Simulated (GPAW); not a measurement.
# Al (Fm-3m) in GPAW: settings compared

The runs below take Al through elastic constants, phonons, with SCAN, vdW-DF-cx.

Program: GPAW 26.7.0. These are calculated values, not measurements. Logs are shortened: lines on timing, memory, paths and dates and some standing lists are left out, and cuts for length are marked. The log counts tension as positive stress, the text compression.

## Step 1: The structure

The structure is cubic, space group Fm-3m (No. 225). The conventional cell has a = 4.050 Å, b = 4.050 Å, c = 4.050 Å, α = 90.00°, β = 90.00°, γ = 90.00°. Al (site symmetry m-3m) is surrounded by 12 Al at 2.86 Å.

## Step 2: Elastic constants, SCAN, 16.60 Å³/atom

The input, run.py:

```python
import json
import numpy as np
import spglib
from ase import Atoms
from ase.constraints import FixSymmetry
from ase.filters import FrechetCellFilter
from ase.io import read, write
from ase.optimize import BFGS
from ase.stress import full_3x3_to_voigt_6_stress, voigt_6_to_full_3x3_strain, voigt_6_to_full_3x3_stress
from ase.units import GPa
from gpaw import GPAW, PW

atoms = read('Al.cif')
cell, positions, numbers = spglib.find_primitive(
    (atoms.cell[:], atoms.get_scaled_positions(), atoms.numbers), symprec=1e-4)
atoms = Atoms(numbers, cell=cell, scaled_positions=positions, pbc=True)

calc = GPAW(mode=PW(600),
            xc='MGGA_X_SCAN+MGGA_C_SCAN',
            kpts={'size': (11, 11, 11), 'gamma': True},
            occupations={'name': 'fermi-dirac', 'width': 0.05},
            nbands=7,
            convergence={'density': 1e-06, 'eigenstates': 1e-09},
            maxiter=150,
            txt='gpaw.txt')
atoms.calc = calc
atoms.set_constraint(FixSymmetry(atoms))
BFGS(FrechetCellFilter(atoms), trajectory='relax.traj', logfile='-').run(fmax=0.005, steps=40)
atoms.set_constraint()
energy = atoms.get_potential_energy()
forces = atoms.get_forces()
stress = atoms.get_stress()
calc.write('gs.gpw')
write('result.traj', atoms)
print('Cell:', atoms.cell.cellpar().round(4))
print(atoms.get_scaled_positions().round(5))

gpts = tuple(int(n) for n in calc.get_number_of_grid_points())
cell = atoms.cell[:].T
dataset = spglib.get_symmetry((atoms.cell[:], atoms.get_scaled_positions(), atoms.numbers), symprec=1e-4)
rotations = [cell @ w @ np.linalg.inv(cell) for w in dataset['rotations']]
strains, clamped, relaxed = [], [], []
for v in [0, 3]:
    for e in (-0.005, 0.005):
        voigt = np.zeros(6)
        voigt[v] = e
        F = voigt_6_to_full_3x3_strain(voigt)
        a = atoms.copy()
        a.set_cell(atoms.cell[:] @ F, scale_atoms=True)
        c = GPAW(mode=PW(600),
                 xc='MGGA_X_SCAN+MGGA_C_SCAN',
                 kpts={'size': (11, 11, 11), 'gamma': True},
                 occupations={'name': 'fermi-dirac', 'width': 0.05},
                 nbands=7,
                 convergence={'density': 1e-06, 'eigenstates': 1e-09},
                 maxiter=150,
                 gpts=gpts,
                 txt=f'strain-{v}{e:+.3f}.txt')
        a.calc = c
        s0 = s1 = a.get_stress() - stress
        print(v, e, 'clamped', (s0 / GPa).round(3), 'relaxed', (s1 / GPa).round(3), flush=True)
        for R in rotations:  # images under the point group
            eps = R @ (F - np.eye(3)) @ R.T
            strains.append(full_3x3_to_voigt_6_stress(eps) * [1, 1, 1, 2, 2, 2])
            for s, rows in ((s0, clamped), (s1, relaxed)):
                rows.append(full_3x3_to_voigt_6_stress(R @ voigt_6_to_full_3x3_stress(s) @ R.T))

C0, C = (np.linalg.lstsq(np.array(strains), np.array(s), rcond=None)[0].T / GPa for s in (clamped, relaxed))
print('Clamped-ion Cij (GPa):')
print(C0.round(1))
print('Relaxed-ion Cij (GPa):')
print(C.round(1))
json.dump({'clamped': C0.tolist(), 'relaxed': C.tolist()}, open('elastic.json', 'w'))
```

The input, Al.cif:

```cif
data_Al
_cell_length_a 4.04961000
_cell_length_b 4.04961000
_cell_length_c 4.04961000
_cell_angle_alpha 90.00000000
_cell_angle_beta 90.00000000
_cell_angle_gamma 90.00000000
_space_group_name_H-M_alt 'Fm-3m'
_space_group_name_Hall '-F 4 2 3'
_space_group_IT_number 225
loop_
_space_group_symop_operation_xyz
'x,y,z'
'-x,-y,-z'
'-y,x,z'
'y,-x,-z'
'-x,-y,z'
'x,y,-z'
'y,-x,z'
'-y,x,-z'
'x,-y,-z'
'-x,y,z'
'-y,-x,-z'
'y,x,z'
'-x,y,-z'
'x,-y,z'
'y,x,-z'
'-y,-x,z'
'z,x,y'
'-z,-x,-y'
'z,-y,x'
'-z,y,-x'
'z,-x,-y'
'-z,x,y'
'z,y,-x'
'-z,-y,x'
'-z,x,-y'
'z,-x,y'
'-z,-y,-x'
'z,y,x'
'-z,-x,y'
'z,x,-y'
'-z,y,x'
'z,-y,-x'
'y,z,x'
'-y,-z,-x'
'x,z,-y'
'-x,-z,y'
'-y,z,-x'
'y,-z,x'
'-x,z,y'
'x,-z,-y'
'-y,-z,x'
'y,z,-x'
'-x,-z,-y'
'x,z,y'
'y,-z,-x'
'-y,z,x'
'x,-z,y'
'-x,z,-y'
'x,y+1/2,z+1/2'
'-x,-y+1/2,-z+1/2'
'-y,x+1/2,z+1/2'
[... 62 lines left out ...]
'-z+1/2,-x,-y+1/2'
'z+1/2,-y,x+1/2'
'-z+1/2,y,-x+1/2'
'z+1/2,-x,-y+1/2'
'-z+1/2,x,y+1/2'
'z+1/2,y,-x+1/2'
'-z+1/2,-y,x+1/2'
'-z+1/2,x,-y+1/2'
'z+1/2,-x,y+1/2'
'-z+1/2,-y,-x+1/2'
'z+1/2,y,x+1/2'
'-z+1/2,-x,y+1/2'
'z+1/2,x,-y+1/2'
'-z+1/2,y,x+1/2'
'z+1/2,-y,-x+1/2'
'y+1/2,z,x+1/2'
'-y+1/2,-z,-x+1/2'
'x+1/2,z,-y+1/2'
'-x+1/2,-z,y+1/2'
'-y+1/2,z,-x+1/2'
'y+1/2,-z,x+1/2'
'-x+1/2,z,y+1/2'
'x+1/2,-z,-y+1/2'
'-y+1/2,-z,x+1/2'
'y+1/2,z,-x+1/2'
'-x+1/2,-z,-y+1/2'
'x+1/2,z,y+1/2'
'y+1/2,-z,-x+1/2'
'-y+1/2,z,x+1/2'
'x+1/2,-z,y+1/2'
'-x+1/2,z,-y+1/2'
'x+1/2,y+1/2,z'
'-x+1/2,-y+1/2,-z'
'-y+1/2,x+1/2,z'
'y+1/2,-x+1/2,-z'
'-x+1/2,-y+1/2,z'
'x+1/2,y+1/2,-z'
'y+1/2,-x+1/2,z'
'-y+1/2,x+1/2,-z'
'x+1/2,-y+1/2,-z'
'-x+1/2,y+1/2,z'
'-y+1/2,-x+1/2,-z'
'y+1/2,x+1/2,z'
'-x+1/2,y+1/2,-z'
'x+1/2,-y+1/2,z'
'y+1/2,x+1/2,-z'
'-y+1/2,-x+1/2,z'
'z+1/2,x+1/2,y'
'-z+1/2,-x+1/2,-y'
'z+1/2,-y+1/2,x'
'-z+1/2,y+1/2,-x'
'z+1/2,-x+1/2,-y'
'-z+1/2,x+1/2,y'
'z+1/2,y+1/2,-x'
'-z+1/2,-y+1/2,x'
'-z+1/2,x+1/2,-y'
'z+1/2,-x+1/2,y'
'-z+1/2,-y+1/2,-x'
'z+1/2,y+1/2,x'
'-z+1/2,-x+1/2,y'
'z+1/2,x+1/2,-y'
'-z+1/2,y+1/2,x'
'z+1/2,-y+1/2,-x'
'y+1/2,z+1/2,x'
'-y+1/2,-z+1/2,-x'
'x+1/2,z+1/2,-y'
'-x+1/2,-z+1/2,y'
'-y+1/2,z+1/2,-x'
'y+1/2,-z+1/2,x'
'-x+1/2,z+1/2,y'
'x+1/2,-z+1/2,-y'
'-y+1/2,-z+1/2,x'
'y+1/2,z+1/2,-x'
'-x+1/2,-z+1/2,-y'
'x+1/2,z+1/2,y'
'y+1/2,-z+1/2,-x'
'-y+1/2,z+1/2,x'
'x+1/2,-z+1/2,y'
'-x+1/2,z+1/2,-y'
loop_
_atom_site_label
_atom_site_type_symbol
_atom_site_symmetry_multiplicity
_atom_site_Wyckoff_symbol
_atom_site_fract_x
_atom_site_fract_y
_atom_site_fract_z
_atom_site_occupancy
Al1 Al 4 a 0.0000000000 0.0000000000 0.0000000000 1
```

Potentials or basis: GPAW PAW data sets (gpaw-data 1.2.1), pw.

Command:

```console
> OMP_NUM_THREADS=1 python run.py
```

gpaw.txt:

```text
__  _  _
 | _ |_)|_||  |
 |__||  | ||/\| - 26.7.0

Input parameters:
  mode=PW(ecut=600.0),
  convergence={'density': 1e-06, 'eigenstates': 1e-09},
  kpts=MonkhorstPack(size=(11, 11, 11), gamma=True),
  maxiter=150,
  nbands=7,
  occupations=Occupations(name='fermi-dirac', width=0.05),
  xc=XC(name='MGGA_X_SCAN+MGGA_C_SCAN')

Diagonalizing LCAO Hamiltonian
Converting LCAO to pw mode

       Al

Atoms  # Å, Bohr magnetons
|   | symbol |        x |        y |        z |    initial magnetic moments |
|---|--------|----------|----------|----------|-----------------------------|
| 0 |     Al | 0.000000 | 0.000000 | 0.000000 | ( 0.0000,  0.0000,  0.0000) |

Unit cell  # Å
| periodic |        x |        y |        z |  lengths |    angles |
|----------|----------|----------|----------|----------|-----------|
|      yes | 0.000000 | 2.024805 | 2.024805 | 2.863507 | 60.000000 |
|      yes | 2.024805 | 0.000000 | 2.024805 | 2.863507 | 60.000000 |
|      yes | 2.024805 | 2.024805 | 0.000000 | 2.863507 | 60.000000 |

Number of symmetries: 48
Symmetry operations  # r_c * U_cc + t_c -> r_c
|    | kind |            matrix            |
|----|------|------------------------------|
|  0 |  σ   |  1, 0, 0,  1, 0,-1,  1,-1, 0 |
|  1 |  C2  |  1, 0, 0,  1,-1, 0,  1, 0,-1 |
|  2 |  E   |  1, 0, 0,  0, 1, 0,  0, 0, 1 |
|  3 |  σ   |  1, 0, 0,  0, 0, 1,  0, 1, 0 |
|  4 |  C4  |  1, 0,-1,  1, 0, 0,  1,-1, 0 |
|  5 |  S6  |  1, 0,-1,  1,-1, 0,  1, 0, 0 |
|  6 |  σ   |  1, 0,-1,  0, 1,-1,  0, 0,-1 |
|  7 |  C3  |  1, 0,-1,  0, 0,-1,  0, 1,-1 |
|  8 |  S6  |  1,-1, 0,  1, 0, 0,  1, 0,-1 |
|  9 |  C4  |  1,-1, 0,  1, 0,-1,  1, 0, 0 |
| 10 |  C3  |  1,-1, 0,  0,-1, 1,  0,-1, 0 |
| 11 |  σ   |  1,-1, 0,  0,-1, 0,  0,-1, 1 |
| 12 |  σ   |  0, 1, 0,  1, 0, 0,  0, 0, 1 |
| 13 |  C4  |  0, 1, 0,  0, 1,-1, -1, 1, 0 |
[... 135 lines left out ...]
convergence criteria:
- Maximum integral of absolute [dens]ity change: 1e-06 electrons / valence electron
- Maximum integral of absolute [eigenst]ate change: 1e-09 eV^2 / valence electron
- Maximum [total energy] change in last 3 cyles: 0.0005 eV / valence electron
maximum number of iterations: 150

SCF iterations
|iter     | |      energy | eigst |  dens |
|---------|-|-------------|-------|-------|
|iter:   1| |   -7.832332 | -0.16 |       |
|iter:   2| |   -7.662092 | -2.59 | -0.99 |
|iter:   3| |-287599.214916 | +5.45 | -0.98 |
|iter:   4| |   -6.662490 | +2.61 | +2.27 |
|iter:   5| |   -7.650517 | -0.51 | -1.04 |
|iter:   6| |   -7.652050 | -2.91 | -1.62 |
|iter:   7| |   -7.652700 | -4.32 | -2.08 |
|iter:   8| |   -7.652773c| -5.47 | -2.99 |
|iter:   9| |   -7.652822c| -5.53 | -3.09 |
|iter:  10| |   -7.652806c| -6.00 | -3.03 |
|iter:  11| |   -7.652810c| -6.57 | -3.43 |
|iter:  12| |   -7.652807c| -7.15 | -3.91 |
|iter:  13| |   -7.652808c| -7.78 | -4.03 |
|iter:  14| |   -7.652808c| -8.45 | -4.83 |
|iter:  15| |   -7.652808c| -9.43c| -4.89 |
|iter:  16| |   -7.652808c| -9.37c| -5.03 |
|iter:  17| |   -7.652808c|-10.47c| -5.15 |
|iter:  18| |   -7.652808c|-10.22c| -5.24 |
|iter:  19| |   -7.652808c|-11.12c| -5.49 |
|iter:  20| |   -7.652808c| -9.16c| -6.04c|
[... 18 lines left out ...]
Fermi level: 7.097
Eigenvalues  # (at kpt = [0.000, 0.000, 0.000])
| band index |      eig [eV] | occ [0-2] |
|------------|---------------|-----------|
|          0 |        -4.331 |     2.000 |
|          1 |        20.100 |     0.000 |
|          2 |        20.100 |     0.000 |
|          3 |        20.100 |     0.000 |
|          4 |        21.578 |     0.000 |
|          5 |        21.578 |     0.000 |
|          6 |        21.578 |     0.000 |

No gap
No difference between direct/indirect transitions

Stress tensor  # eV/Ang^3
|         x |         y |         z |
|-----------|-----------|-----------|
|  0.011864 | -0.000000 |  0.000000 |
| -0.000000 |  0.011864 | -0.000000 |
|  0.000000 | -0.000000 |  0.011864 |

Forces  # eV/Ang
|       x |       y |       z |
|---------|---------|---------|
| 0.00000 | 0.00000 | 0.00000 |  # Al   0

Interpolating wave functions to new cell

       Al

Atoms  # Å, Bohr magnetons
|   | symbol |        x |        y |        z |    initial magnetic moments |
|---|--------|----------|----------|----------|-----------------------------|
| 0 |     Al | 0.000000 | 0.000000 | 0.000000 | ( 0.0000,  0.0000,  0.0000) |
[... 205 lines left out ...]
Fermi level: 7.178
Eigenvalues  # (at kpt = [0.000, 0.000, 0.000])
| band index |      eig [eV] | occ [0-2] |
|------------|---------------|-----------|
|          0 |        -4.318 |     2.000 |
|          1 |        20.249 |     0.000 |
|          2 |        20.249 |     0.000 |
|          3 |        20.249 |     0.000 |
|          4 |        21.787 |     0.000 |
|          5 |        21.787 |     0.000 |
|          6 |        21.787 |     0.000 |

No gap
No difference between direct/indirect transitions

Stress tensor  # eV/Ang^3
|        x |        y |        z |
|----------|----------|----------|
| 0.008154 | 0.000000 | 0.000000 |
| 0.000000 | 0.008154 | 0.000000 |
| 0.000000 | 0.000000 | 0.008154 |

Forces  # eV/Ang
|       x |       y |       z |
|---------|---------|---------|
| 0.00000 | 0.00000 | 0.00000 |  # Al   0

Interpolating wave functions to new cell

       Al

Atoms  # Å, Bohr magnetons
|   | symbol |        x |        y |        z |    initial magnetic moments |
|---|--------|----------|----------|----------|-----------------------------|
| 0 |     Al | 0.000000 | 0.000000 | 0.000000 | ( 0.0000,  0.0000,  0.0000) |
[... 206 lines left out ...]
Fermi level: 7.352
Eigenvalues  # (at kpt = [0.000, 0.000, 0.000])
| band index |      eig [eV] | occ [0-2] |
|------------|---------------|-----------|
|          0 |        -4.288 |     2.000 |
|          1 |        20.566 |     0.000 |
|          2 |        20.566 |     0.000 |
|          3 |        20.566 |     0.000 |
|          4 |        22.235 |     0.000 |
|          5 |        22.235 |     0.000 |
|          6 |        22.235 |     0.000 |

No gap
No difference between direct/indirect transitions

Stress tensor  # eV/Ang^3
|         x |         y |         z |
|-----------|-----------|-----------|
| -0.000403 |  0.000000 |  0.000000 |
|  0.000000 | -0.000403 |  0.000000 |
|  0.000000 |  0.000000 | -0.000403 |

Forces  # eV/Ang
|       x |        y |        z |
|---------|----------|----------|
| 0.00000 | -0.00000 | -0.00000 |  # Al   0

Interpolating wave functions to new cell

       Al

Atoms  # Å, Bohr magnetons
|   | symbol |        x |        y |        z |    initial magnetic moments |
|---|--------|----------|----------|----------|-----------------------------|
| 0 |     Al | 0.000000 | 0.000000 | 0.000000 | ( 0.0000,  0.0000,  0.0000) |
[... 205 lines left out ...]
Fermi level: 7.344
Eigenvalues  # (at kpt = [0.000, 0.000, 0.000])
| band index |      eig [eV] | occ [0-2] |
|------------|---------------|-----------|
|          0 |        -4.290 |     2.000 |
|          1 |        20.552 |     0.000 |
|          2 |        20.552 |     0.000 |
|          3 |        20.552 |     0.000 |
|          4 |        22.214 |     0.000 |
|          5 |        22.214 |     0.000 |
|          6 |        22.214 |     0.000 |

No gap
No difference between direct/indirect transitions

Stress tensor  # eV/Ang^3
|        x |         y |         z |
|----------|-----------|-----------|
| 0.000012 |  0.000000 |  0.000000 |
| 0.000000 |  0.000012 | -0.000000 |
| 0.000000 | -0.000000 |  0.000012 |

Forces  # eV/Ang
|       x |       y |        z |
|---------|---------|----------|
| 0.00000 | 0.00000 | -0.00000 |  # Al   0

# Writing to gs.gpw (mode='')
```

It took 8.3 min on 1 thread of Arm Neoverse V2, shared host; peak memory 0.32 GiB.

What came out:

| Property | Result |
| --- | --- |
| Free energy | -7.6571 eV |
| Relaxed volume | 16.18 Å³/atom |
| Relaxed cell | a = 2.839 Å, b = 2.839 Å, c = 2.839 Å, α = 60.00°, β = 60.00°, γ = 60.00° |
| Space group after relaxing (to 0.05 Å) | Fm-3m (No. 225) |
| Pressure after relaxing | 0.0 GPa |
| Band gap on the k mesh | none (metal or under the smearing width) |
| Elastic constants C11, C12, C44 | 131, 53, -34 GPa |
| Voigt bulk modulus | 79 GPa |

Caveat: the density grid can change from cell to cell, which puts small steps into energies and stress; the elastic tensor has a negative eigenvalue, so either the cell is unstable as it stands or the mesh is too thin; the PAW data sets were made with another functional, which shifts forces and pressure a little.

(Continued in part 2 of 2.)
